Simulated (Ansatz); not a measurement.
Runs of Ansatz 0.2.0 on TiCo. It takes space group Pm-3m (No. 221, cubic). The conventional cell has a = 2.986 Å, b = 2.986 Å, c = 2.986 Å, α = 90.00°, β = 90.00°, γ = 90.00°. Around Co (site symmetry m-3m) lie 8 Ti at 2.59 Å. Ti (site symmetry m-3m) is surrounded by 8 Co at 2.59 Å. The cell comes from a database or a generator and needn't be the stable form of this composition.

```tsv
task	level	spin	U	fixed moment (μB)	smearing	hubbard projectors	double counting	gap on the mesh (eV)	pressure (GPa)	moment (μB)
single point	PBE	collinear, ferromagnetic start	-	-	gaussian 0.05 eV	-	-	none	(b)	0.83
electron localisation function	RPBE+D3(BJ)+U	collinear, program default start	Co d U = 4.0 eV, Ti d U = 2.5 eV	3	gaussian 0.1 eV	ortho-atomic (the default)	fll (the default)	-	-6.7	3.00
single point	PBE	collinear, ferromagnetic start	-	-	gaussian 0.1 eV	-	-	none	-0.6	0.83
atomic charges	PBE+D3(BJ)+U	collinear, antiferromagnetic start	Co d U = 5.3 eV, Ti d U = 4 eV	-	methfessel-paxton 0.1 eV	ortho-atomic (the default)	fll (the default)	none	19.2	(a)
```

Alike in all rows: potentials or basis Ansatz PAW; cell as given; k mesh 9 × 9 × 9; cutoff (eV) 420.

**Question.** Fill in the values left out.

**Answer.** (a) 0.11; (b) -0.5.

Caveats: the magnetic or orbital state may not be the lowest (some runs); the U is typed as a test and isn't derived for this compound (some runs); the total moment is fixed, so each spin has its own Fermi level (some runs); the PAW data sets come from PBE, with cores solved anew for the run's functional, which leaves a small shift of forces and pressure (some runs); the thresholds are loose for stress (some runs); pairwise dispersion overbinds metals, which lowers pressure and volume (some runs).

A gap of «none» marks a metal or a gap under the smearing width.
